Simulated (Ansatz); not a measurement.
# Ga: the cost of one run

Program: Ansatz 0.2.0. Level of theory: DFT PBE, scalar-relativistic. These are calculated values, not measurements.

### 1 The starting structure

The structure is tetragonal, space group I4/mmm (No. 139). The conventional cell has a = 2.808 Å, b = 2.808 Å, c = 4.458 Å, α = 90.00°, β = 90.00°, γ = 90.00°. Ga (site symmetry 4/mmm) is surrounded by 12 Ga at 2.81 to 2.99 Å.

As a file:

```
Ga
1.0
    -1.40400    1.40400    2.22900
     1.40400   -1.40400    2.22900
     1.40400    1.40400   -2.22900
Ga
1
Direct
  0.00000 0.00000 0.00000
```

### 2 The deformed structure

Space group I4/mmm before, C2/m after.

### 3 Full-potential LAPW

Input file input.yaml:

```yaml
crystal:
  lattice:
    - [-1.385835, 1.408125, 2.229]
    - [1.408125, -1.385835, 2.229]
    - [1.399875, 1.399875, -2.21496]
  atoms:
    - { symbol: Ga, position: [0.0, 0.0, 0.0] }
kpoints:
  mp_grid: { grid: [14, 14, 16] }
  band_path:
    path:
      - [0.0, 0.0, 0.0]
      - [0.5, 0.5, -0.5]
      - [0.7986620821, 0.2013379179, -0.5]
      - [0.2013379179, -0.2013379179, -0.5]
      - [0.0, 0.0, -0.5]
      - [0.0, 0.0, 0.0]
      - [0.5, -0.5, 0.0]
      - [0.5, 0.0, -0.5]
      - [0.0, 0.0, 0.0]
    npoints: 5
scf:
  occupations: { method: fermi_dirac, width: 0.05 }
hamiltonian:
  xc: pbe
  pseudopotentials: { kind: all_electron, lapw: { basis_error: 0.00025 } }
output:
  forces: true
  stress: true
  eigenvalues: true
```

On the command line:

```console
$ ansatz run input.yaml --threads 1 --pin off --max-ram 3072MiB --backend cpu --events-out ev --progress --plain --runs-dir out
```

What time and memory should one allow on 1 thread of Intel Xeon Platinum 8488C (Sapphire Rapids), shared host?

About 45 s, with a peak of 0.84 GiB.
